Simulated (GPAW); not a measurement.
# ZnSe (Stilleite) (F-43m) in GPAW: a series of runs

One crystal, ZnSe (Stilleite), is run at these levels: PBE, RPBE, rSCAN, r4SCAN; tasks: single point, atomic charges, electrostatic potential.

Everything below comes from runs of GPAW 26.7.0. Logs are shortened: lines on timing, memory, paths and dates and some standing lists are left out, and cuts for length are marked. The log counts tension as positive stress, the text compression.

**What was measured.**

From “Alloy Disordering Effects on the Thermal Conductivity and Energy Gap Temperature Dependence of Cd1−xZnxSe Ternary Crystals Grown by the Bridgman Method”, 2023, pmc:10253836, for a bulk crystal of ZnSe at 300 K: band gap 2.695 ± 0.003 eV (an exciton energy, a little under the gap).

How close the calculation comes is told below.

## Step 1: Starting point

Symmetry: F-43m, No. 216, cubic system. The conventional cell has a = 5.668 Å, b = 5.668 Å, c = 5.668 Å, α = 90.00°, β = 90.00°, γ = 90.00°. Se (site symmetry -43m) is surrounded by 4 Zn at 2.45 Å. Zn (site symmetry -43m) has 4 Se at 2.45 Å as nearest neighbours.

## Step 2: Single point, PBE

run.py

```python
from ase.io import read
from gpaw import PW
from gpaw.dft import DFT

atoms = read('POSCAR')

dft = DFT(atoms,
          mode=PW(600),
          xc='PBE',
          kpts={'size': (8, 8, 8), 'gamma': True},
          occupations={'name': 'fermi-dirac', 'width': 0.05},
          nbands=18,
          convergence={'density': 1e-05, 'energy': 1e-05},
          maxiter=150,
          txt='gpaw.txt')
print(f'Energy: {dft.calculate_energy():.6f} eV')
print('Forces (eV/A):')
print(dft.calculate_forces().round(4))
print('Stress (eV/A^3):', dft.calculate_stress().round(6))
dft.write_gpw_file('gs.gpw')
```

POSCAR

```
ZnSe
1.0
    0.0000000000      2.8338000000      2.8338000000
    2.8338000000      0.0000000000      2.8338000000
    2.8338000000      2.8338000000      0.0000000000
Se Zn
1 1
Direct
    0.7500000000      0.7500000000      0.7500000000
    0.0000000000      0.0000000000      0.0000000000
```

Potentials or basis: GPAW PAW data sets (gpaw-data 1.2.1), pw.

Command:

```sh
$ OMP_NUM_THREADS=1 python run.py
```

gpaw.txt:

```text
Diagonalizing LCAO Hamiltonian
Converting LCAO to pw mode

                    Se

       Zn

Atoms  # Å, Bohr magnetons
|   | symbol |        x |        y |        z |    initial magnetic moments |
|---|--------|----------|----------|----------|-----------------------------|
| 0 |     Se | 4.250700 | 4.250700 | 4.250700 | ( 0.0000,  0.0000,  0.0000) |
| 1 |     Zn | 0.000000 | 0.000000 | 0.000000 | ( 0.0000,  0.0000,  0.0000) |

Unit cell  # Å
| periodic |        x |        y |        z |  lengths |    angles |
|----------|----------|----------|----------|----------|-----------|
|      yes | 0.000000 | 2.833800 | 2.833800 | 4.007598 | 60.000000 |
|      yes | 2.833800 | 0.000000 | 2.833800 | 4.007598 | 60.000000 |
|      yes | 2.833800 | 2.833800 | 0.000000 | 4.007598 | 60.000000 |

Number of symmetries: 24
Symmetry operations  # r_c * U_cc + t_c -> r_c
|    | kind |            matrix            |
|----|------|------------------------------|
|  0 |  E   |  1, 0, 0,  0, 1, 0,  0, 0, 1 |
|  1 |  σ   |  1, 0, 0,  0, 0, 1,  0, 1, 0 |
|  2 |  σ   |  1, 0,-1,  0, 1,-1,  0, 0,-1 |
|  3 |  C3  |  1, 0,-1,  0, 0,-1,  0, 1,-1 |
|  4 |  C3  |  1,-1, 0,  0,-1, 1,  0,-1, 0 |
|  5 |  σ   |  1,-1, 0,  0,-1, 0,  0,-1, 1 |
|  6 |  σ   |  0, 1, 0,  1, 0, 0,  0, 0, 1 |
|  7 |  C3  |  0, 1, 0,  0, 0, 1,  1, 0, 0 |
|  8 |  C2  |  0, 1,-1,  1, 0,-1,  0, 0,-1 |
|  9 |  S4  |  0, 1,-1,  0, 0,-1,  1, 0,-1 |
| 10 |  C3  |  0, 0, 1,  1, 0, 0,  0, 1, 0 |
| 11 |  σ   |  0, 0, 1,  0, 1, 0,  1, 0, 0 |
| 12 |  S4  |  0, 0,-1,  1, 0,-1,  0, 1,-1 |
| 13 |  C3  |  0, 0,-1,  0, 1,-1,  1, 0,-1 |
| 14 |  S4  |  0,-1, 1,  1,-1, 0,  0,-1, 0 |
| 15 |  C2  |  0,-1, 1,  0,-1, 0,  1,-1, 0 |
| 16 |  C3  |  0,-1, 0,  1,-1, 0,  0,-1, 1 |
| 17 |  S4  |  0,-1, 0,  0,-1, 1,  1,-1, 0 |
| 18 |  S4  | -1, 1, 0, -1, 0, 1, -1, 0, 0 |
| 19 |  C3  | -1, 1, 0, -1, 0, 0, -1, 0, 1 |
| 20 |  C3  | -1, 0, 1, -1, 1, 0, -1, 0, 0 |
| 21 |  S4  | -1, 0, 1, -1, 0, 0, -1, 1, 0 |
| 22 |  σ   | -1, 0, 0, -1, 1, 0, -1, 0, 1 |
| 23 |  C2  | -1, 0, 0, -1, 0, 1, -1, 1, 0 |

BZ-sampling:
  Number of BZ points: 512
  Number of IBZ points: 29

  Monkhorst-Pack size: [8, 8, 8]
  Monkhorst-Pack shift: [0.0625, 0.0625, 0.0625]

K-points  # in reciprocal-cell coordinates
|     |                                coordinates |     weight |
|-----|--------------------------------------------|------------|
|   0 | (  0.00000000,   0.00000000,   0.00000000) | 0.00195312 |
|   1 | (  0.12500000,   0.12500000,   0.00000000) | 0.01171875 |
|   2 | (  0.12500000,   0.12500000,   0.12500000) | 0.01562500 |
|   3 | (  0.25000000,   0.12500000,   0.12500000) | 0.02343750 |
|   4 | (  0.25000000,   0.25000000,   0.00000000) | 0.01171875 |
|   5 | (  0.25000000,   0.25000000,   0.12500000) | 0.04687500 |
|   6 | (  0.25000000,   0.25000000,   0.25000000) | 0.01562500 |
|   7 | (  0.37500000,   0.25000000,  -0.37500000) | 0.04687500 |
|   8 | (  0.37500000,   0.25000000,   0.12500000) | 0.04687500 |
|   9 | (  0.37500000,   0.25000000,   0.25000000) | 0.04687500 |
| ... |                                            |            |
|  28 | (  0.50000000,   0.50000000,   0.50000000) | 0.00781250 |

Plane wave coefficients: 1540
Cutoff: 600.0 eV

Spin-components: 1 (collinear spins)
Bands:           18
Projectors:      11
Spin-degeneracy: 2
Datatype:        complex128

Density:
  Valence electrons: 18.0
  Components: 1
  Grid points: [24 24 24]
  Charge: 0.0  # |e|

Potential:
  Grid points: [24 24 24]

species:
  Se:
    name:    Selenium
    Z:       34.0
    valence: 6
    core:    28
    charge:  0.0  # [|e|]
    compensation charges:
      type: gauss
      rc: 0.27  # [Å]
      lmax: 2
    cutoffs:
      filter: 1.77  # [Å]
      core: 2.67  # [Å]
    projectors
    | kind |    occ | energy [eV] | rcut [Å] |
    |------|--------|-------------|----------|
    |   4s |  2.000 |     -17.277 |    0.847 |
    |   4p |  4.000 |      -6.512 |    1.005 |
    |    s |        |       9.935 |    0.847 |
    |    p |        |      20.699 |    1.005 |
    |    d |        |       0.000 |    0.847 |

    Using partial waves for Se as LCAO basis

  Zn:
    name:    Zinc
    Z:       30.0
    valence: 12
    core:    18
    charge:  0.0  # [|e|]
    compensation charges:
      type: gauss
      rc: 0.37  # [Å]
      lmax: 2
    cutoffs:
      filter: 2.14  # [Å]
      core: 2.28  # [Å]
    projectors
    | kind |    occ | energy [eV] | rcut [Å] |
    |------|--------|-------------|----------|
    |   4s |  2.000 |      -5.977 |    1.286 |
    |   4p |  0.000 |      -1.117 |    1.270 |
    |   3d | 10.000 |     -10.142 |    1.180 |
    |    s |        |      21.234 |    1.286 |
    |    p |        |      26.095 |    1.270 |
    |    d |        |      17.070 |    1.180 |

    Using partial waves for Zn as LCAO basis

Reference energy: -114964.858784  # eV

eigensolver:
  PPCG
  Converge bands: occupied
  niter=2

density mixing:
  MSR1-Mixer
  Pratt-step length: 0.05
  Maximum mixing coefficient: 0.75
  Old densities: 10
  SVD Regularization: 0.005
  Good broyden scale: 1.0
  Trust region scale: 1.0
  Backstep threshold: 4.0
  History deletion threshold: 6.0
  Fourier metric: weight=20.0, sigma=0.015

occupation numbers:
  Fermi-Dirac:
    width: 0.0500  # eV

poisson solver:
  ecut: 4800.0  # eV

xc functional:
  name: PBE with 2 nearest neighbor stencil

convergence criteria:
- Maximum integral of absolute [dens]ity change: 1e-05 electrons / valence electron
- Maximum [total energy] change in last 3 cyles: 1e-05 eV / valence electron
- Maximum integral of absolute [eigenst]ate change: 4e-08 eV^2 / valence electron
maximum number of iterations: 150

SCF iterations
|iter     | |      energy | eigst |  dens |
|---------|-|-------------|-------|-------|
|iter:   1| |   -6.339548 | -0.25 |       |
|iter:   2| |   -6.282171 | -2.22 | -1.24 |
|iter:   3| |   -6.100369 | -1.65 | -1.28 |
|iter:   4| |   -6.100329 | -2.63 | -1.83 |
|iter:   5| |   -6.101408 | -3.71 | -2.31 |
|iter:   6| |   -6.101380 | -4.25 | -2.93 |
|iter:   7| |   -6.101403c| -5.24 | -3.51 |
|iter:   8| |   -6.101407c| -6.03 | -3.93 |
|iter:   9| |   -6.101407c| -8.14c| -5.04c|
SCF steps: 9
Energy contributions relative to reference atoms: (reference = -114964.858784)

Energy contributions:
  Kinetic:          13.004586
  Coulomb:         -11.065267
  Zero:             -0.038423
  External:          0.000000
  Xc:               -8.002304
  Entropy:          -0.000000
  Spinorbit:         0.000000
  ----------------------------
  Free energy:      -6.101407
  Extrapolated:     -6.101407

Forces  # eV/Ang
|       x |       y |       z |
|---------|---------|---------|
| 0.00000 | 0.00000 | 0.00000 |  # Se   0
| 0.00000 | 0.00000 | 0.00000 |  # Zn   1

Stress tensor  # eV/Ang^3
|         x |         y |         z |
|-----------|-----------|-----------|
| -0.013034 | -0.000000 | -0.000000 |
| -0.000000 | -0.013034 | -0.000000 |
| -0.000000 | -0.000000 | -0.013034 |

Writing to gs.gpw (mode='')

  __  _  _
 | _ |_)|_||  |
 |__||  | ||/\| - 26.7.0

Input parameters:
  mode=PW(ecut=600.0),
  convergence={'density': 1e-05, 'energy': 1e-05},
  kpts=MonkhorstPack(size=(8, 8, 8), gamma=True),
  maxiter=150,
  nbands=18,
  occupations=Occupations(name='fermi-dirac', width=0.05),
  xc=XC(name='PBE')
# Writing to gs.gpw (mode='')
```

It took 17 s on 1 thread of Arm Neoverse V1, shared host; peak memory 0.16 GiB.

Results:

```
Free energy            : -6.1014 eV
Pressure               : 2.1 GPa
Band gap on the k mesh : 1.30 eV, direct
```

## Step 3: Atomic charges, RPBE

run.py

```python
import numpy as np
from ase.dft.bandgap import bandgap
from ase.io import read, write
from ase.units import Bohr, GPa
from gpaw import GPAW, PW
from gpaw.analyse.hirshfeld import HirshfeldPartitioning

atoms = read('ZnSe.xyz')

calc = GPAW(mode=PW(600),
            xc='RPBE',
            kpts={'size': (8, 8, 8), 'gamma': False},
            occupations={'name': 'fermi-dirac', 'width': 0.05},
            nbands=13,
            convergence={'density': 1e-05, 'energy': 1e-05},
            random=True,
            maxiter=75,
            legacy_gpaw=True,
            txt='gpaw.txt')
atoms.calc = calc
energy = atoms.get_potential_energy()
forces = atoms.get_forces()
stress = atoms.get_stress()
calc.write('gs.gpw')
write('result.traj', atoms)
print(f'Energy: {energy:.6f} eV')
print('Forces (eV/A):')
print(forces.round(4))
print('Stress (GPa):', (stress / GPa).round(3))
print('Fermi level:', round(calc.get_fermi_level(), 4), 'eV')
print(f'Gap: {bandgap(calc)[0]:.4f} eV, direct: {bandgap(calc, direct=True)[0]:.4f} eV')

hirshfeld = HirshfeldPartitioning(calc)
print('Hirshfeld charges:', *np.round(hirshfeld.get_charges(), 4))
print('Hirshfeld volume ratios:', *np.round(hirshfeld.get_effective_volume_ratios(), 4))

# fields on the real-space grid
write('density.cube', atoms, data=calc.get_pseudo_density() * Bohr**3)
write('potential.cube', atoms, data=calc.get_electrostatic_potential())
```

ZnSe.xyz

```xyz
2
Lattice="0.0000000000 2.8338000000 2.8338000000 2.8338000000 0.0000000000 2.8338000000 2.8338000000 2.8338000000 0.0000000000" Properties=species:S:1:pos:R:3 pbc="T T T"
Se     4.2507000000      4.2507000000      4.2507000000
Zn     0.0000000000      0.0000000000      0.0000000000
```

Potentials or basis: the program's PAW data sets (release 1.2.1) made for this functional, pw.

Command:

```sh
$ OMP_NUM_THREADS=1 python run.py
```

Run time: 31 s. Hardware: 1 thread of Arm Neoverse V1, shared host; peak memory 0.27 GiB.

These settings aren't checked as converged: the numbers below hold their error.

Results:

| Property | Result |
| --- | --- |
| Free energy | -5.4090 eV |
| Pressure | 4.5 GPa |
| Band gap on the k mesh | 1.88 eV, direct |
| Hirshfeld charges | Se -0.20; Zn +0.20 e |

## Step 4: Single point, rSCAN (volume scaled by 0.88)

run.py

```python
from ase.dft.bandgap import bandgap
from ase.io import write
from ase.spacegroup import crystal
from gpaw import GPAW

# Se 4c
# Zn 4a
atoms = crystal(['Se', 'Zn'],
                basis=[[0.25, 0.25, 0.25],
                       [0.0, 0.0, 0.0]],
                spacegroup=216, setting=1,  # F-43m
                cellpar=[5.43117024, 5.43117024, 5.43117024, 90.0, 90.0, 90.0],
                primitive_cell=True)

calc = GPAW(mode='fd',
            h=0.15,
            xc='MGGA_X_RSCAN+MGGA_C_RSCAN',
            kpts={'size': (9, 9, 9), 'gamma': True},
            occupations={'name': 'fermi-dirac', 'width': 0.05},
            nbands=18,
            convergence={'density': 1e-05, 'energy': 1e-05},
            maxiter=150,
            txt='gpaw.txt')
atoms.calc = calc
energy = atoms.get_potential_energy()
forces = atoms.get_forces()
calc.write('gs.gpw')
write('result.traj', atoms)
print(f'Energy: {energy:.6f} eV')
print('Forces (eV/A):')
print(forces.round(4))
print('Fermi level:', round(calc.get_fermi_level(), 4), 'eV')
print(f'Gap: {bandgap(calc)[0]:.4f} eV, direct: {bandgap(calc, direct=True)[0]:.4f} eV')
```

Potentials or basis: GPAW PAW data sets (gpaw-data 1.2.1), fd.

Command:

```sh
$ OMP_NUM_THREADS=1 python run.py
```

It took 94 s on 1 thread of Arm Neoverse V1, shared host; peak memory 0.4 GiB.

It converged, with:

```
Free energy            : -39.6949 eV
Band gap on the k mesh : 2.44 eV, direct
```

Levels at points of the mesh, in eV from the valence-band top:
```csv
k point,band 7,band 8,band 9,band 10,band 11,band 12
"(0.00, 0.00, 0.00)",0.00,0.00,0.00,2.44,6.23,6.23
```

Caveat: the real-space grid adds noise to forces; the PAW data sets were made with another functional, which shifts forces and pressure a little.

## Step 5: Electrostatic potential, r4SCAN (volume scaled by 1.04)

run.py

```python
import spglib
from ase import Atoms
from ase.dft.bandgap import bandgap
from ase.io import read, write
from ase.units import Bohr, GPa
from gpaw import GPAW, PW
from gpaw.elf import elf_from_dft_calculation

atoms = read('ZnSe.cif')
cell, positions, numbers = spglib.find_primitive(
    (atoms.cell[:], atoms.get_scaled_positions(), atoms.numbers), symprec=1e-4)
atoms = Atoms(numbers, cell=cell, scaled_positions=positions, pbc=True)

calc = GPAW(mode=PW(600),
            xc='MGGA_X_R4SCAN+MGGA_C_R2SCAN',
            kpts={'size': (8, 8, 8), 'gamma': True},
            occupations={'name': 'fermi-dirac', 'width': 0.05},
            nbands=18,
            convergence={'density': 1e-05, 'energy': 1e-05},
            maxiter=150,
            txt='gpaw.txt')
atoms.calc = calc
energy = atoms.get_potential_energy()
forces = atoms.get_forces()
stress = atoms.get_stress()
calc.write('gs.gpw')
write('result.traj', atoms)
print(f'Energy: {energy:.6f} eV')
print('Forces (eV/A):')
print(forces.round(4))
print('Stress (GPa):', (stress / GPa).round(3))
print('Fermi level:', round(calc.get_fermi_level(), 4), 'eV')
print(f'Gap: {bandgap(calc)[0]:.4f} eV, direct: {bandgap(calc, direct=True)[0]:.4f} eV')

# fields on the real-space grid
write('density.cube', atoms, data=calc.get_pseudo_density() * Bohr**3)
write('potential.cube', atoms, data=calc.get_electrostatic_potential())
write('elf.cube', atoms, data=elf_from_dft_calculation(calc).data)
```

ZnSe.cif

```cif
data_ZnSe
_cell_length_a 5.74218224
_cell_length_b 5.74218224
_cell_length_c 5.74218224
_cell_angle_alpha 90.00000000
_cell_angle_beta 90.00000000
_cell_angle_gamma 90.00000000
_space_group_name_H-M_alt 'F-43m'
_space_group_name_Hall 'F -4 2 3'
_space_group_IT_number 216
loop_
_space_group_symop_operation_xyz
'x,y,z'
'y,-x,-z'
'-x,-y,z'
'-y,x,-z'
'x,-y,-z'
'y,x,z'
'-x,y,-z'
'-y,-x,z'
'z,x,y'
'-z,y,-x'
'z,-x,-y'
'-z,-y,x'
'-z,x,-y'
'z,y,x'
'-z,-x,y'
'z,-y,-x'
'y,z,x'
'-x,-z,y'
'-y,z,-x'
'x,-z,-y'
'-y,-z,x'
'x,z,y'
'y,-z,-x'
'-x,z,-y'
'x,y+1/2,z+1/2'
'y,-x+1/2,-z+1/2'
'-x,-y+1/2,z+1/2'
'-y,x+1/2,-z+1/2'
'x,-y+1/2,-z+1/2'
'y,x+1/2,z+1/2'
'-x,y+1/2,-z+1/2'
'-y,-x+1/2,z+1/2'
'z,x+1/2,y+1/2'
'-z,y+1/2,-x+1/2'
'z,-x+1/2,-y+1/2'
'-z,-y+1/2,x+1/2'
'-z,x+1/2,-y+1/2'
'z,y+1/2,x+1/2'
'-z,-x+1/2,y+1/2'
'z,-y+1/2,-x+1/2'
'y,z+1/2,x+1/2'
'-x,-z+1/2,y+1/2'
'-y,z+1/2,-x+1/2'
'x,-z+1/2,-y+1/2'
'-y,-z+1/2,x+1/2'
'x,z+1/2,y+1/2'
'y,-z+1/2,-x+1/2'
'-x,z+1/2,-y+1/2'
'x+1/2,y,z+1/2'
'y+1/2,-x,-z+1/2'
'-x+1/2,-y,z+1/2'
'-y+1/2,x,-z+1/2'
'x+1/2,-y,-z+1/2'
'y+1/2,x,z+1/2'
'-x+1/2,y,-z+1/2'
'-y+1/2,-x,z+1/2'
'z+1/2,x,y+1/2'
'-z+1/2,y,-x+1/2'
'z+1/2,-x,-y+1/2'
'-z+1/2,-y,x+1/2'
'-z+1/2,x,-y+1/2'
'z+1/2,y,x+1/2'
'-z+1/2,-x,y+1/2'
'z+1/2,-y,-x+1/2'
'y+1/2,z,x+1/2'
'-x+1/2,-z,y+1/2'
'-y+1/2,z,-x+1/2'
'x+1/2,-z,-y+1/2'
'-y+1/2,-z,x+1/2'
'x+1/2,z,y+1/2'
'y+1/2,-z,-x+1/2'
'-x+1/2,z,-y+1/2'
'x+1/2,y+1/2,z'
'y+1/2,-x+1/2,-z'
'-x+1/2,-y+1/2,z'
'-y+1/2,x+1/2,-z'
'x+1/2,-y+1/2,-z'
'y+1/2,x+1/2,z'
'-x+1/2,y+1/2,-z'
'-y+1/2,-x+1/2,z'
'z+1/2,x+1/2,y'
'-z+1/2,y+1/2,-x'
'z+1/2,-x+1/2,-y'
'-z+1/2,-y+1/2,x'
'-z+1/2,x+1/2,-y'
'z+1/2,y+1/2,x'
'-z+1/2,-x+1/2,y'
'z+1/2,-y+1/2,-x'
'y+1/2,z+1/2,x'
'-x+1/2,-z+1/2,y'
'-y+1/2,z+1/2,-x'
'x+1/2,-z+1/2,-y'
'-y+1/2,-z+1/2,x'
'x+1/2,z+1/2,y'
'y+1/2,-z+1/2,-x'
'-x+1/2,z+1/2,-y'
loop_
_atom_site_label
_atom_site_type_symbol
_atom_site_symmetry_multiplicity
_atom_site_Wyckoff_symbol
_atom_site_fract_x
_atom_site_fract_y
_atom_site_fract_z
_atom_site_occupancy
Se1 Se 4 c 0.2500000000 0.2500000000 0.2500000000 1
Zn1 Zn 4 a 0.0000000000 0.0000000000 0.0000000000 1
```

Potentials or basis: GPAW PAW data sets (gpaw-data 1.2.1), pw.

Command:

```sh
$ OMP_NUM_THREADS=1 python run.py
```

Wall time 86 s (1 thread of Arm Neoverse V1, shared host); peak memory 0.27 GiB.

It converged, with:

```yaml
Free_energy: -27.2794 eV
Pressure: -3.1 GPa
Band_gap_on_the_k_mesh: 1.60 eV, direct
```

Levels at points of the mesh, in eV from the valence-band top:
```csv
k point,band 6,band 7,band 8,band 9,band 10,band 11,band 12,band 13
"(0.00, 0.00, 0.00)",-6.18,0.00,0.00,0.00,1.60,6.29,6.29,6.29
"(0.50, 0.50, 0.00)",-6.02,-4.64,-2.10,-2.10,3.39,3.83,11.13,11.74
"(0.50, 0.50, 0.50)",-6.04,-5.07,-0.83,-0.83,2.90,6.84,6.84,8.92
```

Caveat: the PAW data sets were made with another functional, which shifts forces and pressure a little.

## Step 6: The runs side by side

```tsv
task	level	potentials or basis	cell	k mesh	cutoff (eV)	grid spacing	gap on the mesh (eV)	pressure (GPa)
single point	PBE	GPAW PAW data sets (gpaw-data 1.2.1), pw	as given	8 × 8 × 8	600	-	1.30	2.1
single point	rSCAN	GPAW PAW data sets (gpaw-data 1.2.1), fd	volume scaled by 0.88	9 × 9 × 9	-	0.15 Å	2.44	-
electrostatic potential	r4SCAN	GPAW PAW data sets (gpaw-data 1.2.1), pw	volume scaled by 1.04	8 × 8 × 8	600	-	1.60	-3.1
```

Alike in all rows: no spin polarisation; smearing fermi-dirac 0.05 eV.

Caveats: the PAW data sets were made with another functional, which shifts forces and pressure a little (some runs); the real-space grid adds noise to forces (some runs).

Absolute energies hang on the potentials; compare differences alone.

## Step 7: Comparison with measurements

Step 2. Measured gap of ZnSe: 2.695 eV (an exciton energy, a little under the gap; 300 K; “Alloy Disordering Effects on the Thermal Conductivity and Energy Gap Temperature Dependence of Cd1−xZnxSe Ternary Crystals Grown by the Bridgman Method”, 2023, pmc:10253836). This calculation gives 1.30 eV (-1.40 eV). So large a miss can be the level of theory's own, or it may mean another phase, state or a wrong row. Spin-orbit coupling on Se is left out. The value is that of PBE, without temperature or zero-point motion. Semilocal functionals fall short of measured gaps as a rule.
